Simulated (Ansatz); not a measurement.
# NbC: the cost of one run

Program: Ansatz 0.2.0. Level of theory: DFT PBE, scalar-relativistic, plane waves, PAW. These are calculated values, not measurements.

2 further runs of the same task are left out: 2 set aside as unsound or not needed.

## (1) The structure to begin with

It takes space group Fm-3m (No. 225, cubic). The conventional cell has a = 4.485 Å, b = 4.485 Å, c = 4.485 Å, α = 90.00°, β = 90.00°, γ = 90.00°. Around Nb (site symmetry m-3m) lie 6 C at 2.24 Å. Around C (site symmetry m-3m) lie 6 Nb at 2.24 Å.

Coordinates:

```cif
data_structure
_symmetry_space_group_name_H-M 'Fm-3m'
_symmetry_Int_Tables_number 225
_cell_length_a 4.4851
_cell_length_b 4.4851
_cell_length_c 4.4851
_cell_angle_alpha 90.000
_cell_angle_beta 90.000
_cell_angle_gamma 90.000
_cell_volume 90.22
loop_
_atom_site_label
_atom_site_type_symbol
_atom_site_symmetry_multiplicity
_atom_site_Wyckoff_symbol
_atom_site_fract_x
_atom_site_fract_y
_atom_site_fract_z
_atom_site_occupancy
Nb1 Nb 4 a 0.00000 0.00000 0.00000 1
C1 C 4 b 0.50000 0.00000 0.00000 1
```

This cell was relaxed beforehand with the same method: volume 11.28 Å³/atom, gap on the mesh none (metal).

## (2) A bulk reference on a matched mesh

To let mesh errors cancel, the bulk is computed in a cell built on the (110) plane.

input.yaml reads:

```yaml
crystal:
  lattice:
    - [3.1714349932, 0.0, 0.0]
    - [0.0, 4.4850863796, 0.0]
    - [0.0, 0.0, 3.1714349932]
  atoms:
    - { symbol: Nb, position: [0.0, 0.0, 0.0] }
    - { symbol: Nb, position: [0.5, 0.5, 0.5] }
    - { symbol: C, position: [0.0, 0.5, 0.0] }
    - { symbol: C, position: [0.5, 0.0, 0.5] }
basis:
  ecutwfc: 420
kpoints:
  mp_grid: { grid: [10, 8, 12] }
hamiltonian:
  xc: pbe
scf:
  occupations: { method: gaussian, width: 0.1 }
output:
  forces: true
  stress: true
  eigenvalues: true
```

On the command line:

```bash
> ansatz run input.yaml --threads 2 --pin off --max-ram 5120MiB --backend cpu --events-out ev --progress --plain --runs-dir out
```

Q: Estimate wall time and peak memory on 2 threads of AMD EPYC 9B45 (Zen 5), shared host.

About 1.5 s, with a peak of 0.48 GiB.
